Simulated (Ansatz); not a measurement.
# AlH5: what a guessed cell relaxes into, part 2 of 3

Aim: relax a trial structure of AlH5 and see where it ends.

Ansatz 0.2.0; DFT PBE, scalar-relativistic, plane waves, PAW. Earlier steps stand in the parts before.

### Step 3. A loose first relaxation

Changes to input.yaml since step 2:

```diff
@@ -25 +25,6 @@
   eigenvalues: true
+relax:
+  adjacent_minimum: "off"
+  f_tol: 0.04
+  max_steps: 70
+  cell: { stress_tol: 0.4 }
```

The run is started by

```
$ ansatz run input.yaml --threads 1 --pin off --max-ram 2048MiB --backend cpu --events-out ev --progress --plain --runs-dir out
```

Output:

```text
Warning: RAYON_NUM_THREADS=1 ignored (pool sized by the plan → 1); use --threads N
Engine: ansatz 0.2.0, x86_64-unknown-linux-gnu
Pseudopotentials: kind: paw
Pseudopotential: Al, paw, valence charge 3, recommended cutoff 420 eV (normal), Al.paw.azcp
Pseudopotential: H, paw, valence charge 1, recommended cutoff 420 eV (normal), H.paw.azcp
Functional definition: PBE
  parameter kappa = 0.804
  parameter beta = 0.06672455060314922
  exchange = pbe_x(kappa = kappa, mu = beta*pi^2/3)
  correlation = pbe_c(beta = beta)
Crystal: 6 atoms, lattice volume = 53.554 Å³
Basis set: ecut = 420 eV, 1049 PW (Γ), exchange–correlation on 60×60×48 points (8 copies of the dense FFT grid, shifted against one another)
Bands: 10, of which v1, the nominal top of the filled ones, is band 4 counted from 1 (3 counted from 0)
Symmetry: 24 space group operations
Space group: P6/mmm (ITA 191), of the structure as read, at distance tolerance 3.8e-5 Å
k-points: 28 of 216
Non-local potential: Al, projectors of the file, l = 0: 2, l = 1: 2, l = 2: 1
Non-local potential: H, projectors of the file, l = 0: 2, l = 1: 1
PAW form: soft (Blöchl's): semilocal exchange-correlation on the pseudo side does not see the compensation charge
PAW one-centre angular grid: Al, 110 points (default); XC on 64 Gauss nodes
PAW one-centre angular grid: H, 110 points (default); XC on 64 Gauss nodes
Initial density: superposition of atomic densities (neutral atoms: chi_scale 0, normalization atom), corrected by the library's trained network
Initial wavefunctions: pseudopotential atomic-orbital guess
Functional: x = pbe(κ = 0.804, μ = 0.2195149727645171), c = pbe(β = 0.06672455060314922)
SCF iter   1: F=—  HF=-609.086152 eV  |F-HF|=—  |Δ(HF+E_count)|=         —  Δρ=2.06e-3  dr2=3.06e-3  ethr=1.77e-3  ⟨swp⟩=5.2  Hψ=1959  notcnv=0
preconditioner: auto → none  [metal: Δε(μ)=0.070 eV  Ē_g=8.103 eV  σ=0.100 eV  W_gap=0.38  n_scr=8 (ndim 8)  ℏωp=14.4 eV  f_vac=0.000  D(μ)=2.12/eV (n_scr^D=20)  sad-step TF]
SCF iter   2: F=—  HF=-609.088050 eV  |F-HF|=—  |Δ(HF+E_count)|=   1.90e-3  Δρ=1.39e-3  dr2=1.43e-3  ethr=3.83e-5  ⟨swp⟩=1.1  Hψ=508  notcnv=0
SCF iter   3: F=—  HF=-609.088389 eV  |F-HF|=—  |Δ(HF+E_count)|=   3.39e-4  Δρ=7.55e-5  dr2=3.38e-6  ethr=1.78e-5  ⟨swp⟩=1.6  Hψ=304  notcnv=0
SCF iter   4: F=—  HF=-609.088456 eV  |F-HF|=—  |Δ(HF+E_count)|=   6.71e-5  Δρ=5.33e-5  dr2=2.86e-6  ethr=4.22e-8  ⟨swp⟩=2.1  Hψ=358  notcnv=0
SCF iter   5: F=—  HF=-609.088455 eV  |F-HF|=—  |Δ(HF+E_count)|=   5.61e-7  Δρ=1.55e-5  dr2=1.69e-7  ethr=3.57e-8  ⟨swp⟩=1.0  Hψ=256  notcnv=0
SCF iter   6: F=-609.088455 eV  HF=-609.088455 eV  |F-HF|=5.75e-10  |Δ(HF+E_count)|=   2.20e-8  Δρ=2.64e-6  dr2=2.14e-9  ethr=1.25e-9  ⟨swp⟩=6.1  Hψ=1029  notcnv=0
SCF 1 converged in 6 iterations: F = -609.088455 eV  dr2 = 2.14e-9
relax step   1: F+E_penalty+E_count = -609.08845510 eV  Δ(F+E_penalty+E_count) = +0.000e0 eV  max|allowed force component| = 3.042e-19 eV/Å  Δτ_max = 0.0000 Å  P = -19.277 GPa  Ω = 53.554 Å³  (6 SCF iters, dr2 threshold 1.00e-7 eV, accepted)
Crystal: 6 atoms, lattice volume = 46.453 Å³
Basis set: ecut = 420 eV, 911 PW (Γ), exchange–correlation on 60×60×48 points (8 copies of the dense FFT grid, shifted against one another)
Initial density: handed on by an earlier stage of this run
Initial wavefunctions: those handed on with the density
iter 1 solved again at ethr=2.91e-4 eV; its pass at ethr=3.10e-3 eV (dr2=2.33e-2 eV) is discarded
SCF iter   1: F=—  HF=-609.971858 eV  |F-HF|=—  |Δ(HF+E_count)|=         —  Δρ=5.71e-3  dr2=2.09e-2  ethr=2.91e-4  ⟨swp⟩=1.0  Hψ=2326  notcnv=0
preconditioner: auto → none  [metal: Δε(μ)=0.059 eV  Ē_g=9.011 eV  σ=0.100 eV  W_gap=0.30  n_scr=8 (ndim 8)  ℏωp=15.4 eV  f_vac=0.000  D(μ)=2.12/eV (n_scr^D=20)]
SCF iter   2: F=—  HF=-609.966702 eV  |F-HF|=—  |Δ(HF+E_count)|=   5.16e-3  Δρ=2.58e-3  dr2=3.62e-3  ethr=2.61e-4  ⟨swp⟩=1.0  Hψ=280  notcnv=0
SCF iter   3: F=—  HF=-609.965757 eV  |F-HF|=—  |Δ(HF+E_count)|=   9.44e-4  Δρ=3.55e-4  dr2=4.43e-5  ethr=4.52e-5  ⟨swp⟩=1.0  Hψ=281  notcnv=0
SCF iter   4: F=—  HF=-609.965764 eV  |F-HF|=—  |Δ(HF+E_count)|=   6.85e-6  Δρ=4.00e-5  dr2=3.03e-7  ethr=5.54e-7  ⟨swp⟩=2.0  Hψ=367  notcnv=0
iter 5 did not close the SCF: its close was put off for the readings that it lacked (scf_convergence_deferred on its scf_iter line)
SCF iter   5: F=-609.965765 eV  HF=-609.965765 eV  |F-HF|=5.91e-9  |Δ(HF+E_count)|=   5.92e-7  Δρ=8.03e-6  dr2=1.58e-8  ethr=3.79e-9  ⟨swp⟩=2.2  Hψ=376  notcnv=0
SCF iter   6: F=-609.965765 eV  HF=-609.965765 eV  |F-HF|=8.65e-11  |Δ(HF+E_count)|=   1.07e-8  Δρ=1.06e-6  dr2=3.60e-10  ethr=1.97e-10  ⟨swp⟩=1.1  Hψ=773  notcnv=0
SCF 2 converged in 6 iterations: F = -609.965765 eV  dr2 = 3.60e-10
relax step   2: F+E_penalty+E_count = -609.96576493 eV  Δ(F+E_penalty+E_count) = -8.773e-1 eV  max|allowed force component| = 1.217e-18 eV/Å  Δτ_max = 0.0000 Å  P = -19.513 GPa  Ω = 46.453 Å³  energy of the carried Pulay correction = +7.100e-3 eV  (6 SCF iters, dr2 threshold 6.00e-7 eV, accepted)
Crystal: 6 atoms, lattice volume = 39.890 Å³
Basis set: ecut = 420 eV, 791 PW (Γ), exchange–correlation on 60×60×48 points (8 copies of the dense FFT grid, shifted against one another)
iter 1 solved again at ethr=2.86e-4 eV; its pass at ethr=3.10e-3 eV (dr2=2.29e-2 eV) is discarded
SCF iter   1: F=—  HF=-610.753526 eV  |F-HF|=—  |Δ(HF+E_count)|=         —  Δρ=6.69e-3  dr2=2.06e-2  ethr=2.86e-4  ⟨swp⟩=1.0  Hψ=2301  notcnv=0
preconditioner: auto → none  [metal: Δε(μ)=0.080 eV  Ē_g=10.081 eV  σ=0.100 eV  W_gap=0.39  n_scr=8 (ndim 8)  ℏωp=16.6 eV  f_vac=0.000  D(μ)=1.34/eV (n_scr^D=8)]
SCF iter   2: F=—  HF=-610.747816 eV  |F-HF|=—  |Δ(HF+E_count)|=   5.71e-3  Δρ=3.13e-3  dr2=3.80e-3  ethr=2.57e-4  ⟨swp⟩=1.0  Hψ=280  notcnv=0
SCF iter   3: F=—  HF=-610.746663 eV  |F-HF|=—  |Δ(HF+E_count)|=   1.15e-3  Δρ=3.60e-4  dr2=3.42e-5  ethr=4.75e-5  ⟨swp⟩=1.0  Hψ=284  notcnv=0
SCF iter   4: F=—  HF=-610.746652 eV  |F-HF|=—  |Δ(HF+E_count)|=   1.10e-5  Δρ=3.47e-5  dr2=1.75e-7  ethr=4.27e-7  ⟨swp⟩=2.1  Hψ=367  notcnv=0
iter 5 did not close the SCF: its close was put off for the readings that it lacked (scf_convergence_deferred on its scf_iter line)
SCF iter   5: F=-610.746653 eV  HF=-610.746653 eV  |F-HF|=5.10e-9  |Δ(HF+E_count)|=   3.46e-7  Δρ=8.46e-6  dr2=1.50e-8  ethr=2.19e-9  ⟨swp⟩=2.2  Hψ=374  notcnv=0
SCF iter   6: F=-610.746653 eV  HF=-610.746653 eV  |F-HF|=8.50e-11  |Δ(HF+E_count)|=   9.26e-9  Δρ=1.02e-6  dr2=2.83e-10  ethr=1.88e-10  ⟨swp⟩=1.1  Hψ=769  notcnv=0
SCF 3 converged in 6 iterations: F = -610.746653 eV  dr2 = 2.83e-10
relax step   3: F+E_penalty+E_count = -610.74665276 eV  Δ(F+E_penalty+E_count) = -7.809e-1 eV  max|allowed force component| = 6.987e-19 eV/Å  Δτ_max = 0.0000 Å  P = -17.536 GPa  Ω = 39.890 Å³  energy of the carried Pulay correction = +1.463e-2 eV  (6 SCF iters, dr2 threshold 6.00e-7 eV, accepted)
Crystal: 6 atoms, lattice volume = 34.088 Å³
Basis set: ecut = 420 eV, 647 PW (Γ), exchange–correlation on 60×60×48 points (8 copies of the dense FFT grid, shifted against one another)
iter 1 solved again at ethr=4.07e-4 eV; its pass at ethr=3.10e-3 eV (dr2=3.26e-2 eV) is discarded
SCF iter   1: F=—  HF=-611.304375 eV  |F-HF|=—  |Δ(HF+E_count)|=         —  Δρ=9.20e-3  dr2=2.99e-2  ethr=4.07e-4  ⟨swp⟩=1.0  Hψ=2307  notcnv=0
preconditioner: auto → none  [insulator: Δε(μ)=0.123 eV  Ē_g=11.311 eV  σ=0.100 eV  W_gap=0.51  n_scr=8 (ndim 8)  ℏωp=18.0 eV  f_vac=0.000  D(μ)=1.03/eV (n_scr^D=8)  ε∞_Penn≈3.5]
SCF iter   2: F=—  HF=-611.295261 eV  |F-HF|=—  |Δ(HF+E_count)|=   9.11e-3  Δρ=2.22e-3  dr2=1.17e-3  ethr=3.74e-4  ⟨swp⟩=1.4  Hψ=291  notcnv=0
SCF iter   3: F=—  HF=-611.294793 eV  |F-HF|=—  |Δ(HF+E_count)|=   4.67e-4  Δρ=9.18e-4  dr2=1.92e-4  ethr=1.46e-5  ⟨swp⟩=1.0  Hψ=280  notcnv=0
SCF iter   4: F=—  HF=-611.294717 eV  |F-HF|=—  |Δ(HF+E_count)|=   7.64e-5  Δρ=1.92e-4  dr2=1.59e-5  ethr=2.40e-6  ⟨swp⟩=1.1  Hψ=284  notcnv=0
SCF iter   5: F=-611.294712 eV  HF=-611.294712 eV  |F-HF|=2.02e-8  |Δ(HF+E_count)|=   4.92e-6  Δρ=3.78e-5  dr2=3.11e-7  ethr=7.50e-9  ⟨swp⟩=3.5  Hψ=1289  notcnv=0
SCF 4 converged in 5 iterations: F = -611.294712 eV  dr2 = 3.11e-7
relax step   4: F+E_penalty+E_count = -611.29471207 eV  Δ(F+E_penalty+E_count) = -5.481e-1 eV  max|allowed force component| = 2.433e-18 eV/Å  Δτ_max = 0.0000 Å  P = -11.698 GPa  Ω = 34.088 Å³  energy of the carried Pulay correction = +2.223e-2 eV  (5 SCF iters, dr2 threshold 6.00e-7 eV, accepted)
Crystal: 6 atoms, lattice volume = 30.331 Å³
Basis set: ecut = 420 eV, 603 PW (Γ), exchange–correlation on 60×60×48 points (8 copies of the dense FFT grid, shifted against one another)
iter 1 solved again at ethr=2.02e-4 eV; its pass at ethr=3.10e-3 eV (dr2=1.62e-2 eV) is discarded
SCF iter   1: F=—  HF=-611.514802 eV  |F-HF|=—  |Δ(HF+E_count)|=         —  Δρ=7.76e-3  dr2=1.55e-2  ethr=2.02e-4  ⟨swp⟩=1.0  Hψ=2286  notcnv=0
preconditioner: auto → none  [insulator: Δε(μ)=0.199 eV  Ē_g=12.289 eV  σ=0.100 eV  W_gap=0.60  n_scr=6 (ndim 8)  ℏωp=19.1 eV  f_vac=0.000  D(μ)=0.87/eV (n_scr^D=8)  ε∞_Penn≈3.4]
SCF iter   2: F=—  HF=-611.509844 eV  |F-HF|=—  |Δ(HF+E_count)|=   4.96e-3  Δρ=2.91e-3  dr2=1.90e-3  ethr=1.93e-4  ⟨swp⟩=1.1  Hψ=282  notcnv=0
SCF iter   3: F=—  HF=-611.509130 eV  |F-HF|=—  |Δ(HF+E_count)|=   7.14e-4  Δρ=4.98e-4  dr2=5.09e-5  ethr=2.37e-5  ⟨swp⟩=1.0  Hψ=280  notcnv=0
SCF iter   4: F=—  HF=-611.509120 eV  |F-HF|=—  |Δ(HF+E_count)|=   9.74e-6  Δρ=5.29e-5  dr2=5.43e-7  ethr=7.50e-9  ⟨swp⟩=4.0  Hψ=1535  notcnv=0
SCF iter   5: F=-611.509120 eV  HF=-611.509120 eV  |F-HF|=3.06e-8  |Δ(HF+E_count)|=   8.21e-8  Δρ=1.46e-5  dr2=5.37e-8  ethr=6.79e-9  ⟨swp⟩=1.8  Hψ=803  notcnv=0
SCF 5 converged in 5 iterations: F = -611.509120 eV  dr2 = 5.37e-8
relax step   5: F+E_penalty+E_count = -611.50912007 eV  Δ(F+E_penalty+E_count) = -2.144e-1 eV  max|allowed force component| = 2.313e-18 eV/Å  Δτ_max = 0.0000 Å  P = -4.166 GPa  Ω = 30.331 Å³  energy of the carried Pulay correction = +2.771e-2 eV  (5 SCF iters, dr2 threshold 6.00e-7 eV, accepted)
Crystal: 6 atoms, lattice volume = 28.472 Å³
Basis set: ecut = 420 eV, 555 PW (Γ), exchange–correlation on 60×60×48 points (8 copies of the dense FFT grid, shifted against one another)
iter 1 solved again at ethr=5.30e-5 eV; its pass at ethr=3.10e-3 eV (dr2=4.24e-3 eV) is discarded
SCF iter   1: F=—  HF=-611.539718 eV  |F-HF|=—  |Δ(HF+E_count)|=         —  Δρ=4.08e-3  dr2=4.27e-3  ethr=5.30e-5  ⟨swp⟩=1.1  Hψ=2264  notcnv=0
preconditioner: auto → none  [insulator: Δε(μ)=0.161 eV  Ē_g=12.846 eV  σ=0.100 eV  W_gap=0.61  n_scr=6 (ndim 8)  ℏωp=19.7 eV  f_vac=0.000  D(μ)=0.35/eV (n_scr^D=0)  ε∞_Penn≈3.3]
SCF iter   2: F=—  HF=-611.538416 eV  |F-HF|=—  |Δ(HF+E_count)|=   1.30e-3  Δρ=1.79e-3  dr2=6.63e-4  ethr=5.30e-5  ⟨swp⟩=1.0  Hψ=280  notcnv=0
SCF iter   3: F=—  HF=-611.538208 eV  |F-HF|=—  |Δ(HF+E_count)|=   2.08e-4  Δρ=2.41e-4  dr2=1.05e-5  ethr=8.28e-6  ⟨swp⟩=1.0  Hψ=280  notcnv=0
SCF iter   4: F=—  HF=-611.538208 eV  |F-HF|=—  |Δ(HF+E_count)|=   5.86e-7  Δρ=3.09e-5  dr2=1.46e-7  ethr=7.50e-9  ⟨swp⟩=5.5  Hψ=1385  notcnv=0
SCF iter   5: F=-611.538208 eV  HF=-611.538208 eV  |F-HF|=7.70e-11  |Δ(HF+E_count)|=   1.85e-8  Δρ=1.22e-6  dr2=1.97e-10  ethr=1.83e-9  ⟨swp⟩=2.0  Hψ=782  notcnv=0
SCF 6 converged in 5 iterations: F = -611.538208 eV  dr2 = 1.97e-10
relax step   6: F+E_penalty+E_count = -611.53820756 eV  Δ(F+E_penalty+E_count) = -2.909e-2 eV  max|allowed force component| = 3.469e-18 eV/Å  Δτ_max = 0.0000 Å  P = +2.040 GPa  Ω = 28.472 Å³  energy of the carried Pulay correction = +3.062e-2 eV  (5 SCF iters, dr2 threshold 6.00e-7 eV, accepted)
Crystal: 6 atoms, lattice volume = 29.020 Å³
iter 1 solved again at ethr=2.94e-6 eV; its pass at ethr=3.10e-3 eV (dr2=2.36e-4 eV) is discarded
SCF iter   1: F=—  HF=-611.540014 eV  |F-HF|=—  |Δ(HF+E_count)|=         —  Δρ=1.04e-3  dr2=2.41e-4  ethr=2.94e-6  ⟨swp⟩=2.5  Hψ=2181  notcnv=0
preconditioner: auto → none  [metal: Δε(μ)=0.103 eV  Ē_g=12.673 eV  σ=0.100 eV  W_gap=0.48  n_scr=6 (ndim 8)  ℏωp=19.5 eV  f_vac=0.000  D(μ)=0.41/eV (n_scr^D=0)]
SCF iter   2: F=—  HF=-611.539944 eV  |F-HF|=—  |Δ(HF+E_count)|=   7.07e-5  Δρ=4.92e-4  dr2=4.89e-5  ethr=2.94e-6  ⟨swp⟩=1.0  Hψ=280  notcnv=0
SCF iter   3: F=-611.539925 eV  HF=-611.539925 eV  |F-HF|=1.53e-7  |Δ(HF+E_count)|=   1.85e-5  Δρ=3.31e-5  dr2=2.69e-7  ethr=7.50e-9  ⟨swp⟩=4.1  Hψ=1462  notcnv=0
SCF 7 converged in 3 iterations: F = -611.539925 eV  dr2 = 2.69e-7
relax step   7: F+E_penalty+E_count = -611.53992508 eV  Δ(F+E_penalty+E_count) = -1.718e-3 eV  max|allowed force component| = 2.554e-18 eV/Å  Δτ_max = 0.0000 Å  P = -0.130 GPa  Ω = 29.020 Å³  energy of the carried Pulay correction = +2.975e-2 eV  (3 SCF iters, dr2 threshold 6.00e-7 eV, accepted)
Crystal: 6 atoms, lattice volume = 29.162 Å³
iter 1 solved again at ethr=1.05e-5 eV; its pass at ethr=3.10e-3 eV (dr2=8.38e-4 eV) is discarded
SCF iter   1: F=—  HF=-611.538770 eV  |F-HF|=—  |Δ(HF+E_count)|=         —  Δρ=1.42e-3  dr2=8.37e-4  ethr=1.05e-5  ⟨swp⟩=1.0  Hψ=2080  notcnv=0
preconditioner: auto → none  [metal: Δε(μ)=0.112 eV  Ē_g=12.610 eV  σ=0.100 eV  W_gap=0.47  n_scr=6 (ndim 8)  ℏωp=19.4 eV  f_vac=0.000  D(μ)=0.52/eV (n_scr^D=0)]
SCF iter   2: F=—  HF=-611.538471 eV  |F-HF|=—  |Δ(HF+E_count)|=   2.99e-4  Δρ=3.32e-4  dr2=2.69e-5  ethr=1.05e-5  ⟨swp⟩=1.5  Hψ=310  notcnv=0
SCF iter   3: F=—  HF=-611.538470 eV  |F-HF|=—  |Δ(HF+E_count)|=   1.16e-6  Δρ=1.08e-4  dr2=1.94e-6  ethr=3.36e-7  ⟨swp⟩=1.4  Hψ=311  notcnv=0
SCF iter   4: F=-611.538470 eV  HF=-611.538470 eV  |F-HF|=2.09e-11  |Δ(HF+E_count)|=   3.17e-8  Δρ=6.92e-6  dr2=6.95e-9  ethr=7.50e-9  ⟨swp⟩=4.5  Hψ=1291  notcnv=0
SCF 8 converged in 4 iterations: F = -611.538470 eV  dr2 = 6.95e-9
relax step   8: F+E_penalty+E_count = -611.53846974 eV  Δ(F+E_penalty+E_count) = +1.455e-3 eV  max|allowed force component| = 1.446e-18 eV/Å  Δτ_max = 0.0000 Å  P = -0.580 GPa  Ω = 29.162 Å³  energy of the carried Pulay correction = +2.953e-2 eV  (4 SCF iters, dr2 threshold 6.00e-7 eV, rejected (line search))
Crystal: 6 atoms, lattice volume = 28.996 Å³
iter 1 solved again at ethr=4.90e-6 eV; its pass at ethr=3.10e-3 eV (dr2=3.92e-4 eV) is discarded
SCF iter   1: F=—  HF=-611.541125 eV  |F-HF|=—  |Δ(HF+E_count)|=         —  Δρ=1.01e-3  dr2=3.97e-4  ethr=4.90e-6  ⟨swp⟩=1.2  Hψ=2035  notcnv=0
preconditioner: auto → none  [insulator: Δε(μ)=0.146 eV  Ē_g=12.679 eV  σ=0.100 eV  W_gap=0.59  n_scr=6 (ndim 8)  ℏωp=19.5 eV  f_vac=0.000  D(μ)=0.34/eV (n_scr^D=0)  ε∞_Penn≈3.4]
SCF iter   2: F=—  HF=-611.540980 eV  |F-HF|=—  |Δ(HF+E_count)|=   1.46e-4  Δρ=2.30e-4  dr2=1.26e-5  ethr=4.90e-6  ⟨swp⟩=1.6  Hψ=314  notcnv=0
SCF iter   3: F=—  HF=-611.540980 eV  |F-HF|=—  |Δ(HF+E_count)|=   5.08e-7  Δρ=7.10e-5  dr2=7.63e-7  ethr=1.58e-7  ⟨swp⟩=1.8  Hψ=335  notcnv=0
SCF iter   4: F=—  HF=-611.540980 eV  |F-HF|=—  |Δ(HF+E_count)|=   1.03e-7  Δρ=4.89e-6  dr2=4.53e-9  ethr=9.53e-9  ⟨swp⟩=1.1  Hψ=285  notcnv=0
SCF iter   5: F=-611.540980 eV  HF=-611.540980 eV  |F-HF|=2.67e-11  |Δ(HF+E_count)|=   1.33e-9  Δρ=8.18e-7  dr2=1.28e-10  ethr=4.80e-11  ⟨swp⟩=3.6  Hψ=716  notcnv=0
SCF 9 converged in 5 iterations: F = -611.540980 eV  dr2 = 1.28e-10
relax step   9: F+E_penalty+E_count = -611.54098023 eV  Δ(F+E_penalty+E_count) = -1.055e-3 eV  max|allowed force component| = 2.313e-18 eV/Å  Δτ_max = 0.0000 Å  P = -0.023 GPa  Ω = 28.996 Å³  energy of the carried Pulay correction = +2.979e-2 eV  (5 SCF iters, accepted)
Basis set: ecut = 420 eV, 555 PW (Γ), exchange–correlation on 48×48×40 points (8 copies of the dense FFT grid, shifted against one another)
Initial wavefunctions: pseudopotential atomic-orbital guess (no wavefunctions were taken with the density)
iter 1 solved again at ethr=1.80e-7 eV; its pass at ethr=3.10e-3 eV (dr2=1.44e-5 eV) is discarded
SCF iter   1: F=—  HF=-611.532886 eV  |F-HF|=—  |Δ(HF+E_count)|=         —  Δρ=7.60e-4  dr2=1.53e-5  ethr=1.80e-7  ⟨swp⟩=2.2  Hψ=2423  notcnv=0
preconditioner: auto → none  [insulator: Δε(μ)=0.143 eV  Ē_g=12.677 eV  σ=0.100 eV  W_gap=0.59  n_scr=6 (ndim 8)  ℏωp=19.5 eV  f_vac=0.000  D(μ)=0.35/eV (n_scr^D=0)  ε∞_Penn≈3.4]
SCF iter   2: F=—  HF=-611.532965 eV  |F-HF|=—  |Δ(HF+E_count)|=   7.85e-5  Δρ=3.82e-4  dr2=3.56e-6  ethr=1.80e-7  ⟨swp⟩=2.0  Hψ=388  notcnv=0
SCF iter   3: F=—  HF=-611.532996 eV  |F-HF|=—  |Δ(HF+E_count)|=   3.18e-5  Δρ=2.48e-5  dr2=4.70e-8  ethr=4.45e-8  ⟨swp⟩=2.0  Hψ=390  notcnv=0
SCF iter   4: F=-611.532997 eV  HF=-611.532997 eV  |F-HF|=1.45e-9  |Δ(HF+E_count)|=   1.09e-7  Δρ=3.58e-6  dr2=1.39e-9  ethr=4.80e-11  ⟨swp⟩=4.6  Hψ=963  notcnv=0
SCF 10 converged in 4 iterations: F = -611.532997 eV  dr2 = 1.39e-9
relax step  10: F+E_penalty+E_count = -611.53299656 eV  Δ(F+E_penalty+E_count) = +7.984e-3 eV  max|allowed force component| = 4.289e-18 eV/Å  Δτ_max = 0.0000 Å  P = -0.213 GPa  Ω = 28.996 Å³  stress off target by 2.16e-1 GPa  SCF on the basis re-selected at this cell (its energy is not comparable with the rows above)  (4 SCF iters)
basis re-selected at this cell: Δ(F+E_penalty+E_count) = +7.984e-3 eV, ΔP = -0.190 GPa vs the last step (what re-selecting the basis moved, of the pressure what is left beyond the Pulay correction that the steps carried, after the strain that the cell walked since its last selection, with what the two solves' SCF thresholds leave and, on support functions, any second-order correction that the steps lacked; it is no measure of the basis error at this ecutwfc). The dense FFT grid was sized anew with the basis: this SCF ran on 24×24×20 points, the steps before it on 30×30×24, so part of this shift can come from that change (see relax.cell in the input reference). This SCF's stress stands 2.16e-1 GPa from its target on what of the cell is left free (relax.cell.stress_tol is 4.00e-1 GPa) and its largest allowed force component is 4.29e-18 eV/Å (relax.f_tol is 4.00e-2 eV/Å): within both
SCF converged after 4 iterations
Free energy (F): -611.532997 eV
Harris-Foulkes:  -611.532997 eV  (|F-HF|=1.45e-9)
Internal energy: -611.531259 eV  (E = F + TS)
E sigma→0 (E₀):  -611.532128 eV
Entropy (-TS):   -0.001738 eV (-0.290 meV/atom)
Fermi energy:    6.482825 eV
--- Per-component energies (eV) ---
  E_band       = 5.967728
  E_kinetic    = 90.009593
  E_local      = -15.874961  (includes V_loc(G=0)·N_el)
  E_nonlocal   = 15.281647
  E_hartree    = 5.053876
  E_xc         = -84.877406
  E_vxc        = -87.792762  (∫ρ·V_xc dr)
  E_paw        = -468.944558  (= ΣΔE_a)
  E_vpaw       = -5.758303  (= ΣTr[D̂ρ^β])
  E_aug_tail   = -0.005142  (compensation charges beyond the density's cutoff)
  E_ewald      = -152.174308
  E_smearing   = -0.001738  (= −TS)
  E_closure    = 0.000000  (closes the sum)
  Σ components = -611.532997   (vs F -611.532997, Δ=0.00e0)
--- Forces (eV/Å), atoms counted from 1 ---
  atom   1  Al     0.00000000     0.00000000     0.00000000
  atom   2  H      0.00000000    -0.00000000     0.00000000
  atom   3  H     -0.00000000    -0.00000000     0.00000000
  atom   4  H     -0.00000000     0.00000000     0.00000000
  atom   5  H      0.00000000     0.00000000    -0.00000000
  atom   6  H      0.00000000    -0.00000000     0.00000000
  max |Σ_I F_I| component: 8.67e-19 eV/Å
--- Stress (GPa, compression-positive) ---
       -0.211850       0.000000       0.000000
        0.000000      -0.211850       0.000000
        0.000000       0.000000      -0.216239
  P = ⅓ Tr σ = -0.2133 GPa (-2.133 kbar)
--- Band table (eV; the first three rows and the last of 28) ---
  k-point 0: bands = ["-8.0567", "5.6971", "5.9170", "5.9170", "7.9089", "9.4736", "9.4736", "10.4976", "13.8321", "22.9423"]
  k-point 1: bands = ["-7.5105", "4.9710", "6.0703", "6.3642", "6.3642", "9.9655", "9.9655", "10.1701", "17.5614", "20.0778"]
  k-point 2: bands = ["-5.8816", "0.5264", "6.9901", "7.5544", "7.5544", "11.4301", "11.4425", "11.4425", "16.1989", "16.1989"]
  k-point 27: bands = ["1.0561", "1.0561", "1.1154", "1.1154", "2.8791", "5.6656", "13.1377", "16.4735", "16.4735", "20.1785"]
--- Relaxed structure (9 steps of the walk, 8 accepted, 1 SCFs on fresh bases) ---
  F+E_penalty+E_count = -611.53299656 eV   max|allowed force component| = 4.289e-18 eV/Å   (the final SCF, on the basis selected at the relaxed cell)
  cell:  # Å, volume = 28.9956 Å³
    - [3.507983591864344, -1.0901037773449313e-34, 0.0]
    - [-1.753991795932172, 3.0380029066135044, 0.0]
    - [0.0, 0.0, 2.7207387430460703]
  atoms:
    - { symbol: Al, position: [-4.6984039480914436e-35, -9.992946214225716e-35, 0.0] }
    - { symbol: H, position: [0.5, -6.800869091277287e-35, 0.5] }
    - { symbol: H, position: [0.5, 0.49999999999999994, 0.5] }
    - { symbol: H, position: [-2.7755575615628914e-17, 0.49999999999999994, 0.5] }
    - { symbol: H, position: [0.3333333333333333, 0.6666666666666666, 0.0] }
    - { symbol: H, position: [0.6666666666666665, 0.3333333333333333, 0.0] }
```

Run time: 11 s. Hardware: 1 thread of Intel Xeon Platinum 8259CL at 2.50GHz (Skylake/Cascade Lake), shared host; peak memory 0.37 GiB.

The steps of the relaxation:

```csv
step,E - E(step 1) (eV/cell),largest force component (eV/Å),pressure (GPa),volume (Å³)
1,0.0000,0.0000,-19.28,53.55
2,-0.8773,0.0000,-19.51,46.45
3,-1.6582,0.0000,-17.54,39.89
4,-2.2063,0.0000,-11.70,34.09
5,-2.4207,0.0000,-4.17,30.33
6,-2.4498,0.0000,2.04,28.47
7,-2.4515,0.0000,-0.13,29.02
8,-2.4500,0.0000,-0.58,29.16
9,-2.4525,0.0000,-0.02,29.00
10,-2.4445,0.0000,-0.21,29.00
```

Step 1 is the start. Step 10 repeats the geometry before it on a plane-wave basis chosen anew for that cell, so its energy need not be comparable with the rows above. Step 8 was tried and not accepted.

|  | before | after | change |
| --- | --- | --- | --- |
| a (Å) | 4.225 | 3.508 | -17.0 % |
| b (Å) | 4.225 | 3.508 | -17.0 % |
| c (Å) | 3.464 | 2.721 | -21.5 % |
| volume (Å³/atom) | 8.93 | 4.83 | -45.9 % |
| shortest distance (Å) | 2.113 | 1.696 | -19.7 % |
| space group (0.01 Å) | P6/mmm | P6/mmm | same |

The run keeps the 24 symmetry operations of the start, so it could not have lowered the symmetry.

(Part 2 of 3 ends here.)
